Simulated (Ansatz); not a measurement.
# Ta: the cost of one run

Program: Ansatz 0.2.0. Level of theory: DFT PBEsol, scalar-relativistic, plane waves, PAW. These are calculated values, not measurements.

2 further runs of the same task are left out: 1 that didn't finish, 1 set aside as unsound or not needed.

### Step 1. The starting structure

It takes space group Fm-3m (No. 225, cubic). Conventional cell: a = 4.259 Å, b = 4.259 Å, c = 4.259 Å, α = 90.00°, β = 90.00°, γ = 90.00°. Around Ta (site symmetry m-3m) lie 12 Ta at 3.01 Å.

Structure file:

```
Ta
1.0
     0.00000    2.12973    2.12973
     2.12973    0.00000    2.12973
     2.12973    2.12973    0.00000
Ta
1
Direct
  0.00000 0.00000 0.00000
```

It was made, by the change told below, from a structure of the Crystallography Open Database.

### Step 2. One element swapped, cell strained: Hf → Ta, first probe

The structure above already holds this change against its source: Ta takes all sites of Hf, and lengths are scaled by 0.983 as a first guess of the size; strain xx, yy, zz, yz, xz, xy = -2.4, -2.4, -2.4, +0.0, +0.0, +0.0 %.

Contents of input.yaml:

```yaml
crystal:
  lattice:
    - [0.0, 2.1297289646, 2.1297289646]
    - [2.1297289646, 0.0, 2.1297289646]
    - [2.1297289646, 2.1297289646, 0.0]
  atoms:
    - { symbol: Ta, position: [0.0, 0.0, 0.0] }
basis:
  ecutwfc: 420
kpoints:
  mp_grid: { grid: [8, 8, 8] }
hamiltonian:
  xc: pbesol
scf:
  occupations: { method: gaussian, width: 0.1 }
output:
  forces: true
  stress: true
  eigenvalues: true
```

The run is started by

```sh
> ansatz run input.yaml --threads 1 --pin off --max-ram 1331MiB --backend cpu --events-out ev --progress --plain --runs-dir out
```

**Question.** How long does this run take on 1 thread of an x86-64 CPU, shared host, and how much memory does it need?

About 1.5 s, with a peak of 0.29 GiB.
